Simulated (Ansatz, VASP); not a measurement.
Given: the input of a run of VASP 6.6.1 on TaN.

INCAR

```
  PREC = Accurate
  ENCUT = 520
  EDIFF = 1E-6
  ISMEAR = 0
  SIGMA = 0.011
  LREAL = F
  LASPH = T
  NELM = 100
  ALGO = Normal
  ISIF = 2
  LWAVE = F
  LCHARG = F
  GGA = PE
  NBANDS = 33
```

File KPOINTS:

```
regular mesh
0
Gamma
  6 6 9
```

File POSCAR:

```
TaN
1.0
    5.1960000000      0.0000000000      0.0000000000
   -2.5980000000      4.4998679981      0.0000000000
    0.0000000000      0.0000000000      2.9110000000
Ta N
3 3
Direct
    0.0000000000      0.0000000000      0.0000000000
    0.6666666667      0.3333333333      0.5000000000
    0.3333333333      0.6666666667      0.5000000000
    0.0000000000      0.3928500000      0.0000000000
    0.6071500000      0.6071500000      0.0000000000
    0.3928500000      0.0000000000      0.0000000000
```

Potentials or basis: VASP PAW PBE potentials, release 64 (Ta_pv, N).

Launch:

```sh
$ cat potpaw_PBE.64/Ta_pv/POTCAR potpaw_PBE.64/N/POTCAR > POTCAR
$ mpirun -np 1 vasp_std > vasp.out
```

Question: Translate it to Ansatz 0.2.0. Potentials there: Ansatz PAW.

Answer: As run (the cutoff follows the program's own potentials):

File input.yaml:

```yaml
crystal:
  lattice:
    - [5.196, 0.0, 0.0]
    - [-2.598, 4.4998679981, 0.0]
    - [0.0, 0.0, 2.911]
  atoms:
    - { symbol: Ta, position: [0.0, 0.0, 0.0] }
    - { symbol: Ta, position: [0.6666666667, 0.3333333333, 0.5] }
    - { symbol: Ta, position: [0.3333333333, 0.6666666667, 0.5] }
    - { symbol: "N", position: [0.0, 0.39285, 0.0] }
    - { symbol: "N", position: [0.60715, 0.60715, 0.0] }
    - { symbol: "N", position: [0.39285, 0.0, 0.0] }
hamiltonian:
  xc: pbe
  pseudopotentials: { kind: paw }
kpoints:
  mp_grid: { grid: [6, 6, 9] }
scf:
  occupations: { method: gaussian, width: 0.011 }
output:
  forces: true
  stress: true
  eigenvalues: true
```

Potentials or basis: Ansatz PAW.

Run with:

```sh
$ ansatz run input.yaml --threads 1 --pin off --max-ram 3584MiB --backend cpu --events-out ev --progress --plain --runs-dir out
```

Both were run:

|  | VASP | Ansatz | Ansatz less VASP |
| --- | --- | --- | --- |
| gap on the k mesh at the Fermi level (eV) | none | none | - |
| pressure (GPa) | 5.7 | 4.9 | -0.75 |
| largest component of the traceless stress (GPa) | 0.05 | 0.06 | +0.010 |
| rms of the force components (eV/Å) | 0.026 | 0.023 | -0.0028 |

Atom by atom the forces differ by 0.003 eV/Å (rms over components). A gap of «none» marks a metal or a gap that the smearing closes. The functional is the same, so the differences come from potentials, cutoffs and numerics. The two sets of potentials don't hold the same shells in valence.

Caveats: the pressure holds a Pulay correction of +0.5 GPa for the finite cutoff (Ansatz). The runs have no spin-orbit coupling, so splittings on Ta are missing.
